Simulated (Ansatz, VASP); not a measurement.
## KF (Carobbiite) in VASP and in Ansatz

The input INCAR:

```
PREC = Accurate ; ENCUT = 520
EDIFF = 1E-7 ; ISMEAR = 0
SIGMA = 0.01 ; LREAL = False
LASPH = True ; NELM = 100
ALGO = Normal ; ISIF = 2
LWAVE = False ; LCHARG = False
GGA = PE ; NBANDS = 15
```

Contents of KPOINTS:

```
Automatic mesh
0
Gamma
  6 6 6
```

File POSCAR:

```
KF
1.0
    0.0000000000      2.6718500000      2.6718500000
    2.6718500000      0.0000000000      2.6718500000
    2.6718500000      2.6718500000      0.0000000000
K F
1 1
Direct
    0.0018713625     -0.0018713625      0.0018713625
    0.5000000000      0.5000000000      0.5000000000
```

Input for Ansatz:

```yaml
crystal:
  lattice:
    - [0.0, 2.67185, 2.67185]
    - [2.67185, 0.0, 2.67185]
    - [2.67185, 2.67185, 0.0]
  atoms:
    - { symbol: K, position: [0.001871362539064693, -0.001871362539064693, 0.001871362539064693] }
    - { symbol: F, position: [0.5, 0.5, 0.5] }
kpoints:
  mp_grid:
    grid: [6, 6, 6]
    shift: [0.0, 0.0, 0.0]
hamiltonian:
  xc: pbe
  pseudopotentials:
    kind: paw
scf:
  occupations:
    method: fixed
output:
  polarization:
    string_points: 6
```

Alike in both runs: task single point; functional PBE; k mesh 6 × 6 × 6; no spin polarisation.

|  | VASP | Ansatz |
| --- | --- | --- |
| version | VASP 6.6.1 | Ansatz 0.2.0 |
| potentials or method | VASP PAW PBE potentials, release 64 (K_sv, F) | plane waves, PAW |
| plane-wave cutoff (eV) | 520 | 420 |
| occupations | gaussian, width 0.01 eV | fixed |
| valence electrons in the cell | 16 | 16 |

|  | VASP | Ansatz | Ansatz less VASP |
| --- | --- | --- | --- |
| gap on the k mesh at the Fermi level (eV) | 6.17 | 6.18 | +0.016 |

Expect the measured gap to be larger: semilocal functionals such as PBE lack the derivative discontinuity.
